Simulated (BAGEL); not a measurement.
**C5H11N (piperidine): HF/6-31G(d) (density fitting with cc-pvqz-jkfit, spherical functions)**

Wanted: a single-point energy of C5H11N (piperidine). 

The results are computed with BAGEL 1.2.2.

2 further runs of the same task are left out: 2 set aside as unsound or not needed. Runs told in other sessions of the task aren't counted.

## 1. The molecule

The species is C5H11N (17 atoms), meant as a singlet with charge 0. SMILES: `C1CCNCC1`. The C2–H9 distance was set to 1.423 Å, away from the relaxed value.

Bond lengths: C1–C2 1.523 Å, C2–C3 1.525 Å, C3–N4 1.453 Å, N4–C5 1.453 Å, C1–C6 1.523 Å, C5–C6 1.525 Å, C1–H7 1.094 Å, C1–H8 1.098 Å, C2–H10 1.098 Å, C3–H11 1.094 Å, C3–H12 1.098 Å, N4–H13 1.014 Å, C5–H14 1.094 Å, C5–H15 1.098 Å, C6–H16 1.095 Å, C6–H17 1.098 Å. Some angles: C1–C2–C3 110.5°, C2–C1–C6 110.7°, C2–C3–N4 114.1°, C3–N4–C5 112.1°, N4–C5–C6 114.1°, C1–C6–C5 110.5°, C1–C2–H10 109.5°, C3–C2–H10 109.1°, C2–C1–H7 110.7°, C2–C1–H8 109.0°. A long bond or contact: C2–H9 1.423 Å.

## 2. The energy at HF/6-31G(d) (density fitting with cc-pvqz-jkfit, spherical functions)

File job.json:

```json
{ "bagel": [

{
  "title": "molecule",
  "basis": "6-31gs.json",
  "df_basis": "cc-pvqz-jkfit",
  "angstrom": true,
  "geometry": [
    { "atom": "C", "xyz": [   -0.361681,    0.053809,    1.160791 ] },
    { "atom": "C", "xyz": [    0.998289,   -0.160261,    0.509371 ] },
    { "atom": "C", "xyz": [    0.834179,   -0.552911,   -0.955019 ] },
    { "atom": "N", "xyz": [    0.015439,    0.366449,   -1.726529 ] },
    { "atom": "C", "xyz": [   -1.276911,    0.601499,   -1.105749 ] },
    { "atom": "C", "xyz": [   -1.195551,    1.039389,    0.352731 ] },
    { "atom": "H", "xyz": [   -0.246831,    0.398539,    2.192481 ] },
    { "atom": "H", "xyz": [   -0.890481,   -0.906821,    1.209911 ] },
    { "atom": "H", "xyz": [    1.738960,   -1.157360,    1.204750 ] },
    { "atom": "H", "xyz": [    1.582469,    0.767009,    0.568851 ] },
    { "atom": "H", "xyz": [    1.807869,   -0.646271,   -1.443869 ] },
    { "atom": "H", "xyz": [    0.360589,   -1.541851,   -1.010279 ] },
    { "atom": "H", "xyz": [    0.504999,    1.247869,   -1.832599 ] },
    { "atom": "H", "xyz": [   -1.821251,    1.338229,   -1.702989 ] },
    { "atom": "H", "xyz": [   -1.847491,   -0.334411,   -1.167929 ] },
    { "atom": "H", "xyz": [   -2.201341,    1.133959,    0.775131 ] },
    { "atom": "H", "xyz": [   -0.736161,    2.034899,    0.403291 ] }
  ]
},
{
  "title": "hf"
},
{
  "title": "print",
  "file": "orbitals.molden",
  "orbitals": true
}

]}
```

The basis set 6-31G* is read from a file made from the Basis Set Exchange's data (not shown).

Run with:

```sh
$ BAGEL_NUM_THREADS=1 BAGEL job.json > job.out
```

Standard output:

```text
* using 1 threads per process

  ===============================================================
  ===============================================================

  *** Geometry ***

  { "atom" : "C", "xyz" : [     -0.683478,      0.101684,      2.193577 ] },
  { "atom" : "C", "xyz" : [      1.886493,     -0.302849,      0.962572 ] },
  { "atom" : "C", "xyz" : [      1.576370,     -1.044850,     -1.804724 ] },
  { "atom" : "N", "xyz" : [      0.029175,      0.692488,     -3.262667 ] },
  { "atom" : "C", "xyz" : [     -2.413012,      1.136668,     -2.089563 ] },
  { "atom" : "C", "xyz" : [     -2.259264,      1.964161,      0.666565 ] },
  { "atom" : "H", "xyz" : [     -0.466443,      0.753130,      4.143189 ] },
  { "atom" : "H", "xyz" : [     -1.682765,     -1.713643,      2.286400 ] },
  { "atom" : "H", "xyz" : [      3.286158,     -2.187093,      2.276648 ] },
  { "atom" : "H", "xyz" : [      2.990433,      1.449437,      1.074973 ] },
  { "atom" : "H", "xyz" : [      3.416377,     -1.221275,     -2.728517 ] },
  { "atom" : "H", "xyz" : [      0.681414,     -2.913676,     -1.909151 ] },
  { "atom" : "H", "xyz" : [      0.954310,      2.358131,     -3.463110 ] },
  { "atom" : "H", "xyz" : [     -3.441666,      2.528886,     -3.218183 ] },
  { "atom" : "H", "xyz" : [     -3.491252,     -0.631945,     -2.207066 ] },
  { "atom" : "H", "xyz" : [     -4.159932,      2.142872,      1.464785 ] },
  { "atom" : "H", "xyz" : [     -1.391143,      3.845402,      0.762110 ] },

  Number of auxiliary basis functions:     1197

  Since a DF basis is specified, we compute 2- and 3-index integrals:
    o Being stored without compression. Storage requirement is 0.108 GB

  Number of basis functions:      106
  Number of electrons      :       48

    * METHOD: MOLECULE                             4.40

  *** RHF ***

  === Nuclear Repulsion ===
   258.6689410884

      * DIIS with orbital gradients will be used.

  === RHF iteration (6-31gs.json) ===
      0       -249.93986071          0.01516404           0.64
      1       -250.10292234          0.00705645           0.56
      2       -250.14090255          0.00194631           0.59
      3       -250.14400600          0.00020924           0.60
      4       -250.14405640          0.00006419           0.61
      5       -250.14406192          0.00002140           0.59
      6       -250.14406276          0.00000698           0.59
      7       -250.14406288          0.00000201           0.63
      8       -250.14406289          0.00000058           0.56
      9       -250.14406289          0.00000022           0.60
     10       -250.14406289          0.00000008           0.58
     11       -250.14406289          0.00000002           0.57
     12       -250.14406289          0.00000001           0.59
    * SCF iteration converged.

    * Permanent dipole moment:
           (    0.052967,    -0.368031,    -0.335465) a.u.

    * METHOD: HF                                   8.97

    * METHOD: PRINT                                0.05

  ===============================================================
```

It took 14 s on 1 thread of Intel Xeon Platinum 8259CL at 2.50GHz (Skylake/Cascade Lake), shared host; peak memory 0.35 GiB.

## 3. Summary of results

At HF/6-31G* (density fitting with cc-pvqz-jkfit, spherical functions):

| quantity | value |
| --- | --- |
| total energy | -250.14406 Eh |
| dipole moment | 1.27 D |
| HOMO energy | -9.62 eV |
| LUMO energy | 5.42 eV |
| HOMO–LUMO gap | 15.04 eV |
